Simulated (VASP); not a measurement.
# Er (Fm-3m) in VASP: a series of runs

Runs on Er. Level: PBE. Tasks: single point.

Everything below comes from runs of VASP 6.6.1. Logs are shortened: lines on timing, memory, paths and dates and some standing lists are left out, and cuts for length are marked.

## 1. The crystal as given

It takes space group Fm-3m (No. 225, cubic). The conventional cell has a = 4.960 Å, b = 4.960 Å, c = 4.960 Å, α = 90.00°, β = 90.00°, γ = 90.00°. Er (site symmetry m-3m) has 12 Er at 3.51 Å as nearest neighbours.

This isn't the form of Er at room conditions, which is hcp.

## 2. Single point, PBE, collinear spin, ferromagnetic start

Contents of INCAR:

```
SYSTEM = Er
PREC     = Accurate       ! precision mode
ENCUT    = 550            ! plane-wave cutoff, eV
EDIFF    = 1E-6           ! SCF threshold, eV
ISMEAR   = 0              ! smearing method
SIGMA    = 0.2            ! smearing width, eV
LREAL    = .False.        ! projectors in reciprocal space
LASPH    = .True.         ! aspherical terms in the spheres
NELM     = 100            ! most SCF steps
ALGO     = Normal         ! electronic algorithm
ISIF     = 2              ! what is computed and relaxed
LWAVE    = .False.        ! write WAVECAR
LCHARG   = .False.        ! write CHGCAR
ISPIN    = 2              ! spin polarisation
MAGMOM   = 3              ! initial moments
LORBIT   = 11             ! projections on sites
LMAXMIX  = 6              ! l up to which the mixer works
GGA      = PE             ! functional
ADDGRID  = .False.
```

Contents of KPOINTS:

```
Automatic mesh
0
Gamma
  11 11 11
  0 0 0
```

Contents of POSCAR:

```
Er
1.0
   -0.0089250000      2.4571370000      2.4791170000
    2.4542050000     -0.0023290000      2.4725200000
    2.4870360000      2.4833720000     -0.0351600000
Er
1
Direct
   -0.0043710000     -0.0077920000     -0.0181410000
```

Potentials or basis: VASP PAW PBE potentials, release 64 (Er_3), 4f in core.

Started as:

```
$ cat potpaw_PBE.64/Er_3/POTCAR > POTCAR
$ mpirun -np 1 vasp_std > vasp.out
```

OUTCAR:

```text
SYSTEM = Er
   PREC = Accurate
   ENCUT = 550
   EDIFF = 1E-6
   ISMEAR = 0
   LREAL = .False.
   LASPH = .True.
   NELM = 100
   ISIF = 2
   ISPIN = 2
   LORBIT = 11
   GGA = PE

 Found    666 irreducible k-points:

 Following reciprocal coordinates:
            Coordinates               Weight
  0.000000  0.000000  0.000000      1.000000
  0.090909 -0.000000 -0.000000      2.000000
  0.181818 -0.000000 -0.000000      2.000000
  0.272727  0.000000  0.000000      2.000000
  0.363636  0.000000 -0.000000      2.000000
  0.454545  0.000000  0.000000      2.000000
   k-points           NKPTS =    666   k-points in BZ     NKDIM =    666   number of bands    NBANDS=     10
   number of dos      NEDOS =    301   number of ions     NIONS =      1
   total plane-waves  NPLWV =  21952
   dimension x,y,z NGX =    28 NGY =   28 NGZ =   28
   dimension x,y,z NGXF=    56 NGYF=   56 NGZF=   56
   ions per type =               1
   NGX,Y,Z   is equivalent  to a cutoff of  13.34, 13.36, 13.24 a.u.
   NGXF,Y,Z  is equivalent  to a cutoff of  26.67, 26.72, 26.49 a.u.
 SYSTEM =  Er
   PREC   = accura    normal or accurate (medium, high low for compatibility)
   ISTART =      0    job   : 0-new  1-cont  2-samecut
   ICHARG =      2    charge: 1-file 2-atom 10-const
   ISPIN  =      2    spin polarized calculation?
   LNONCOLLINEAR =      F non collinear calculations
   LSORBIT =      F    spin-orbit coupling
   LASPH  =      T    aspherical Exc in radial PAW
   ENCUT  =  550.0 eV  40.42 Ry    6.36 a.u.   6.67  6.66  6.72*2*pi/ulx,y,z
   NELM   =    100;   NELMIN=  2; NELMDL= -5     # of ELM steps
   EDIFF  = 0.1E-05   stopping-criterion for ELM
   LREAL  =      F    real-space projection
   EDIFFG = 0.1E-04   stopping-criterion for IOM
   NSW    =      0    number of steps for IOM
   IBRION =     -1    ionic relax: 0-MD 1-quasi-New 2-CG
   NFREE  =      0    steps in history (QN), initial steepest desc. (CG)
   ISIF   =      2    stress and relaxation
   ISYM   =      2    0-nonsym 1-usesym 2-fastsym
   POTIM  = 0.5000    time-step for ionic-motion
   TEBEG  =    0.0;   TEEND  =   0.0 temperature during run
   PSTRESS=    0.0 pullay stress
   NELECT =       9.0000    total number of electrons
   NUPDOWN=      -1.0000    fix difference up-down
   EMIN   =  10.00;   EMAX   =-10.00  energy-range for DOS
   EFERMI =   0.00;   METHOD = LEGACY
   ISMEAR =     0;   SIGMA  =   0.20  broadening in eV -4-tet -1-fermi 0-gaus
   EFERMI_NEDOS =   21; number of points for ismear=-14 and -15
   IALGO  =     38    algorithm
   IMIX   =      4    mixing-type and parameters
     AMIX     =   0.40;   BMIX     =  1.00
     AMIX_MAG =   1.60;   BMIX_MAG =  1.00
  volume/ion in A,a.u.               =      30.50       205.83
  Fermi-wavevector in a.u.,A,eV,Ry     =   1.089904  2.059619 16.162220  1.187890
  Thomas-Fermi vector in A             =   2.226117
   LORBIT       =     11    0 simple, 1 ext, 2 COOP (PROOUT), +10 PAW based schemes
   GGA     = PE    functional components
   LHFCALC =     F    Hartree Fock is set to
   AEXX    =    0.0000 exact exchange contribution
   IVDW    =     0    specifies the selected vdW correction
   LEPSILON=     F    determine dielectric tensor
   LRPA    =     F    only Hartree local field effects (RPA)
 spin polarized calculation
 Gauss-broadening in eV      SIGMA  =   0.20
  energy-cutoff  :      550.00
  volume of cell :       30.50
 maximum number of plane-waves:       912
   NGX = 13   NGY = 13   NGZ = 13

 number of electron       9.0000000 magnetization       0.0015338

 number of electron       9.0000000 magnetization      -0.0004461

 Free energy of the ion-electron system (eV)
  ---------------------------------------------------
  ext. energy  EPLUGINS =         0.00000000
  ---------------------------------------------------
  free energy    TOTEN  =        -4.48485413 eV

  energy without entropy =       -4.45729278  energy(sigma->0) =       -4.47107345

 E-fermi :   3.0735     XC(G=0):  -9.8747

 val. band max:        3.0730381464   @ k =   0.2727   0.2727  -0.0000
 cond. band min:       3.0738168123   @ k =  -0.4545  -0.4545   0.3636
 fundamental gap:      0.0007786659
 Fermi energy:         3.0734731927

 spin component 1

 k-point     1 :       0.0000    0.0000    0.0000
  band No.  band energies     occupation
      1     -21.3155      1.00000
      2     -21.3019      1.00000
      3     -21.2988      1.00000
      4      -2.4830      1.00000
      5       4.9213      0.00000
      6       5.1611      0.00000
      7       5.1877      0.00000
      8       7.3855      0.00000
      9       7.4995      0.00000
     10      12.6403      0.00000
[... 53 lines left out ...]
 k-point     6 :       0.4545    0.0000    0.0000
  band No.  band energies     occupation
      1     -21.8970      1.00000
      2     -21.3877      1.00000
      3     -21.3822      1.00000
      4       0.6161      1.00000
      5       3.7365      0.00000
      6       4.7916      0.00000
      7       5.0209      0.00000
      8       8.9543      0.00000
      9       9.1872      0.00000
     10      11.3871      0.00000

 [... further k-points ...]

 spin component 2

 k-point     1 :       0.0000    0.0000    0.0000
  band No.  band energies     occupation
      1     -21.3156      1.00000
      2     -21.3020      1.00000
      3     -21.2988      1.00000
      4      -2.4834      1.00000
      5       4.9209      0.00000
      6       5.1607      0.00000
      7       5.1873      0.00000
      8       7.3853      0.00000
      9       7.4992      0.00000
     10      12.6397      0.00000
[... 53 lines left out ...]
 k-point     6 :       0.4545    0.0000    0.0000
  band No.  band energies     occupation
      1     -21.8971      1.00000
      2     -21.3878      1.00000
      3     -21.3823      1.00000
      4       0.6156      1.00000
      5       3.7362      0.00000
      6       4.7912      0.00000
      7       5.0206      0.00000
      8       8.9541      0.00000
      9       9.1870      0.00000
     10      11.3869      0.00000

 [... further k-points ...]
[... 5 lines left out ...]
  --------------------------------------------------------------------------------------
  -------------------------------------------------------------------------------------
  Total        0.0189714      0.0266938     -0.0294149     -0.0637589      0.0744191      0.1083079
  in kB        0.9965702      1.4022262     -1.5451656     -3.3492588      3.9092370      5.6894165
  external PRESSURE =       0.2845436 kB  Pullay stress =       0.0000000 kB

 VOLUME and BASIS-vectors are now :
 -----------------------------------------------------------------------------
  energy-cutoff  :      550.00
  volume of cell :       30.50
      direct lattice vectors                 reciprocal lattice vectors
    -0.008925000  2.457137000  2.479117000    -0.201313527  0.204442392  0.200014888
     2.454205000 -0.002329000  2.472520000     0.204685885 -0.202140878  0.201085569
     2.487036000  2.483372000 -0.035160000     0.199378760  0.200206110 -0.197713292

 POSITION                                       TOTAL-FORCE (eV/Angst)
 -----------------------------------------------------------------------------------
      4.86811      4.88241      4.88701         0.000000      0.000000      0.000000
 -----------------------------------------------------------------------------------
    total drift:                               -0.000001      0.000001      0.000001

  FREE ENERGIE OF THE ION-ELECTRON SYSTEM (eV)
  ---------------------------------------------------
  free  energy   TOTEN  =        -4.4848541290 eV

  energy  without entropy=       -4.4572927767  energy(sigma->0) =       -4.47107345

 total charge

# of ion       s       p       d       tot
------------------------------------------
    1        0.514   6.503   1.103   8.121

 magnetization (x)

# of ion       s       p       d       tot
------------------------------------------
    1       -0.000  -0.000  -0.000  -0.000
```

OSZICAR:

```text
N       E                     dE             d eps       ncg     rms          rms(c)
DAV:   1     0.136579182098E+02    0.13658E+02   -0.47380E+03 37326   0.928E+02
DAV:   2    -0.290452579785E+01   -0.16562E+02   -0.15748E+02 38500   0.270E+02
DAV:   3    -0.356561278468E+01   -0.66109E+00   -0.61241E+00 41430   0.587E+01
DAV:   4    -0.357514696608E+01   -0.95342E-02   -0.94261E-02 47938   0.340E+00
DAV:   5    -0.357517227384E+01   -0.25308E-04   -0.25300E-04 42276   0.111E-01    0.213E+01
DAV:   6    -0.439330001710E+01   -0.81813E+00   -0.25260E-01 42716   0.479E+00    0.134E+01
DAV:   7    -0.446457328240E+01   -0.71273E-01   -0.55010E-02 42188   0.233E+00    0.649E+00
DAV:   8    -0.447853583442E+01   -0.13963E-01   -0.76664E-02 42274   0.227E+00    0.132E+00
DAV:   9    -0.448423746329E+01   -0.57016E-02   -0.36310E-03 42012   0.739E-01    0.348E-01
DAV:  10    -0.448474274328E+01   -0.50528E-03   -0.10536E-03 42850   0.187E-01    0.246E-01
DAV:  11    -0.448484747707E+01   -0.10473E-03   -0.23789E-04 41946   0.103E-01    0.461E-02
DAV:  12    -0.448484961814E+01   -0.21411E-05   -0.74341E-06 42544   0.233E-02    0.460E-02
DAV:  13    -0.448485401171E+01   -0.43936E-05   -0.77568E-06 39368   0.138E-02    0.135E-02
DAV:  14    -0.448485412905E+01   -0.11734E-06   -0.52813E-07 17130   0.833E-03
   1 F= -.44848541E+01 E0= -.44710735E+01  d E =-.275614E-01  mag=    -0.0002
```

Wall time 3.3 min (1 thread of Intel Xeon 6975P-C (Granite Rapids), shared host); peak memory 0.47 GiB.

These settings aren't checked as converged: the numbers below hold their error.

What came out:

```
Free energy                                           : -4.4849 eV
Pressure                                              : 0.0 GPa
Band gap on the k mesh                                : none (metal or under the smearing width)
Net moment                                            : 0.00 μB per cell
Valence electrons inside the program's atomic spheres : Er 8.12
```

Caveat: the magnetic or orbital state may not be the lowest; spin-orbit coupling is left out, which moves the levels of the heavy elements; the 4f electrons are frozen in the core as for a trivalent ion, so they carry no moment and show no levels.

## 3. Single point, PBE, collinear spin, ferromagnetic start

Edit INCAR of step 2 so:

```diff
@@ -2,3 +2,3 @@
 PREC     = Accurate       ! precision mode
-ENCUT    = 550            ! plane-wave cutoff, eV
+ENCUT    = 700            ! plane-wave cutoff, eV
 EDIFF    = 1E-6           ! SCF threshold, eV
```

Contents of KPOINTS:

```
Automatic mesh
0
Gamma
  10 10 10
  0 0 0
```

Contents of POSCAR:

```
Er
1.0
    0.0000000000      2.4798434248      2.4798434248
    2.4798434248      0.0000000000      2.4798434248
    2.4798434248      2.4798434248      0.0000000000
Er
1
Direct
    0.0000000000      0.0000000000      0.0000000000
```

Potentials or basis: VASP PAW PBE potentials, release 64 (Er_3), 4f in core.

Started as:

```
$ cat potpaw_PBE.64/Er_3/POTCAR > POTCAR
$ mpirun -np 1 vasp_std > vasp.out
```

It took 28 s on 1 thread of Intel Xeon 6975P-C (Granite Rapids), shared host; peak memory 0.2 GiB.

The run converged, but some of its settings lie outside the range that counts as converged, so its numbers aren't taken as properties of the crystal.

What came out:

```yaml
Free_energy: -4.4841 eV
Pressure: 0.0 GPa
Band_gap_on_the_k_mesh: none (metal or under the smearing width)
Net_moment: 0.00 μB per cell
Valence_electrons_inside_the_program's_atomic_spheres: Er 8.12
```

Caveat: the magnetic or orbital state may not be the lowest; spin-orbit coupling is left out, which moves the levels of the heavy elements; the 4f electrons are frozen in the core as for a trivalent ion, so they carry no moment and show no levels.

## 4. Single point, PBE, collinear spin, ferromagnetic start

INCAR is that of step 3.

KPOINTS is that of step 3.

Contents of POSCAR:

```
Er
1.0
   -0.0089250000      2.4571370000      2.4791170000
    2.4542050000     -0.0023290000      2.4725200000
    2.4870360000      2.4833720000     -0.0351600000
Er
1
Direct
   -0.0043710000     -0.0077920000     -0.0181410000
```

Potentials or basis: VASP PAW PBE potentials, release 64 (Er_3), 4f in core.

Started as:

```
$ cat potpaw_PBE.64/Er_3/POTCAR > POTCAR
$ mpirun -np 1 vasp_std > vasp.out
```

OUTCAR:

```text
SYSTEM = Er
   PREC = Accurate
   ENCUT = 700
   EDIFF = 1E-6
   ISMEAR = 0
   LREAL = .False.
   LASPH = .True.
   NELM = 100
   ISIF = 2
   ISPIN = 2
   LORBIT = 11
   GGA = PE

 Found    504 irreducible k-points:

 Following reciprocal coordinates:
            Coordinates               Weight
  0.000000  0.000000  0.000000      1.000000
  0.100000  0.000000 -0.000000      2.000000
  0.200000  0.000000 -0.000000      2.000000
  0.300000  0.000000 -0.000000      2.000000
  0.400000  0.000000 -0.000000      2.000000
  0.500000  0.000000 -0.000000      1.000000
   k-points           NKPTS =    504   k-points in BZ     NKDIM =    504   number of bands    NBANDS=     10
[... 245 lines left out ...]
  Total        0.0194330      0.0264250     -0.0259221     -0.0619955      0.0724560      0.1055954
  in kB        1.0208172      1.3881064     -1.3616898     -3.2566250      3.8061172      5.5469319
  external PRESSURE =       0.3490779 kB  Pullay stress =       0.0000000 kB

 VOLUME and BASIS-vectors are now :
 -----------------------------------------------------------------------------
  energy-cutoff  :      700.00
  volume of cell :       30.50
      direct lattice vectors                 reciprocal lattice vectors
    -0.008925000  2.457137000  2.479117000    -0.201313527  0.204442392  0.200014888
     2.454205000 -0.002329000  2.472520000     0.204685885 -0.202140878  0.201085569
     2.487036000  2.483372000 -0.035160000     0.199378760  0.200206110 -0.197713292

 POSITION                                       TOTAL-FORCE (eV/Angst)
 -----------------------------------------------------------------------------------
      4.86811      4.88241      4.88701         0.000000      0.000000      0.000000
 -----------------------------------------------------------------------------------
    total drift:                               -0.000001     -0.000000     -0.000000

  FREE ENERGIE OF THE ION-ELECTRON SYSTEM (eV)
  ---------------------------------------------------
  free  energy   TOTEN  =        -4.4823784404 eV

  energy  without entropy=       -4.4522968540  energy(sigma->0) =       -4.46733765

 total charge

# of ion       s       p       d       tot
------------------------------------------
    1        0.513   6.504   1.103   8.121

 magnetization (x)

# of ion       s       p       d       tot
------------------------------------------
    1       -0.000   0.000  -0.000  -0.000
```

OSZICAR:

```text
N       E                     dE             d eps       ncg     rms          rms(c)
DAV:   1     0.165449193160E+02    0.16545E+02   -0.49778E+03 27370   0.104E+03
DAV:   2    -0.281001817972E+01   -0.19355E+02   -0.18419E+02 29718   0.285E+02
DAV:   3    -0.356341192736E+01   -0.75339E+00   -0.69794E+00 31302   0.624E+01
DAV:   4    -0.357530907504E+01   -0.11897E-01   -0.11698E-01 36028   0.385E+00
DAV:   5    -0.357534603651E+01   -0.36961E-04   -0.36939E-04 32418   0.132E-01    0.213E+01
DAV:   6    -0.439390722841E+01   -0.81856E+00   -0.25228E-01 32162   0.478E+00    0.134E+01
DAV:   7    -0.446289792225E+01   -0.68991E-01   -0.55150E-02 31916   0.233E+00    0.653E+00
DAV:   8    -0.447583460138E+01   -0.12937E-01   -0.73113E-02 31912   0.224E+00    0.138E+00
DAV:   9    -0.448191245837E+01   -0.60779E-02   -0.35752E-03 31764   0.715E-01    0.250E-01
DAV:  10    -0.448229689986E+01   -0.38444E-03   -0.99713E-04 32248   0.178E-01    0.183E-01
DAV:  11    -0.448237196862E+01   -0.75069E-04   -0.24171E-04 30926   0.978E-02    0.417E-02
DAV:  12    -0.448237603106E+01   -0.40624E-05   -0.81945E-06 32132   0.255E-02    0.264E-02
DAV:  13    -0.448237846545E+01   -0.24344E-05   -0.11115E-05 27732   0.144E-02    0.815E-03
DAV:  14    -0.448237844040E+01    0.25046E-07   -0.76250E-07 14466   0.855E-03
   1 F= -.44823784E+01 E0= -.44673376E+01  d E =-.300816E-01  mag=    -0.0000
```

Wall time 3.3 min (1 thread of Intel Xeon 6975P-C (Granite Rapids), shared host); peak memory 0.49 GiB.

The run converged, but some of its settings lie outside the range that counts as converged, so its numbers aren't taken as properties of the crystal.

Results:

* Free energy: -4.4824 eV
* Pressure: 0.0 GPa
* Band gap on the k mesh: none (metal or under the smearing width)
* Net moment: 0.00 μB per cell
* Valence electrons inside the program's atomic spheres: Er 8.12

Caveat: the magnetic or orbital state may not be the lowest; spin-orbit coupling is left out, which moves the levels of the heavy elements; the 4f electrons are frozen in the core as for a trivalent ion, so they carry no moment and show no levels.

## 5. For comparison

An earlier run on the cell as given: functional PBE; potentials or basis VASP PAW PBE potentials, release 64 (Er); cutoff 520 eV; k mesh 9 × 9 × 9; occupations fermi-dirac, width 0.05 eV; collinear spin, ferromagnetic start; starting moments [3.0] μB.

- Pressure: 2.8 GPa
- Band gap on the k mesh: none (metal or under the smearing width)
- Net moment: 2.42 μB per cell
- Site moments: Er +2.43 μB
- Valence electrons inside the program's atomic spheres: Er 19.66
